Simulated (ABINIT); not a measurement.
ZnS: single point with PBEsol

**The experiment to reproduce.**

From “Electronic, vibrational, and thermodynamic properties of ZnS (zincblende and rocksalt structure)”, 2009, arxiv:0911.5022, for a bulk crystal of ZnS at 19 K: band gap 3.85 eV (direct).

Crystal: ZnS.

```
Zn S
1.0
     0.00000    2.70200    2.70200
     2.70200    0.00000    2.70200
     2.70200    2.70200    0.00000
Zn S
1 1
Direct
  0.75000 0.75000 0.75000
  0.00000 0.00000 0.00000
```

```yaml
Program: ABINIT 10.8.3 (patched build)
Task: single point
Functional: PBEsol
Potentials_or_basis: JTH PAW PBE v2.0
Cutoff: 544 eV
k_mesh: 7 × 7 × 7
Occupations: fermi-dirac, width 0.05 eV
Spin: no spin polarisation
Fine-grid_cutoff: 1088.46 eV
Exchange_and_correlation_inside_the_PAW_spheres: full angular mesh (pawxcdev 0, this build's default; the released program takes 1)
```

```yaml
Band_gap_on_the_k_mesh: 1.96 eV, direct
Valence_electrons_inside_the_program's_atomic_spheres: Zn 10.79; S 3.59
```

Levels at points of the mesh, in eV from the valence-band top:
| k point | band 5 | band 6 | band 7 | band 8 | band 9 | band 10 | band 11 | band 12 | band 13 |
| --- | --- | --- | --- | --- | --- | --- | --- | --- | --- |
| (0.00, 0.00, 0.00) | -5.86 | -5.86 | 0.00 | 0.00 | 0.00 | 1.96 | 6.27 | 6.27 | 6.27 |

Wall time 30 s on 1 thread of Arm Neoverse V2 (shared host), peak memory 0.11 GiB.

Measured gap of ZnS: 3.85 eV (direct; 19 K; quoted in “Electronic, vibrational, and thermodynamic properties of ZnS (zincblende and rocksalt structure)”, 2009, arxiv:0911.5022). This calculation gives 1.96 eV (-1.89 eV). The value is that of PBEsol, without temperature or zero-point motion. Semilocal functionals fall short of measured gaps as a rule.
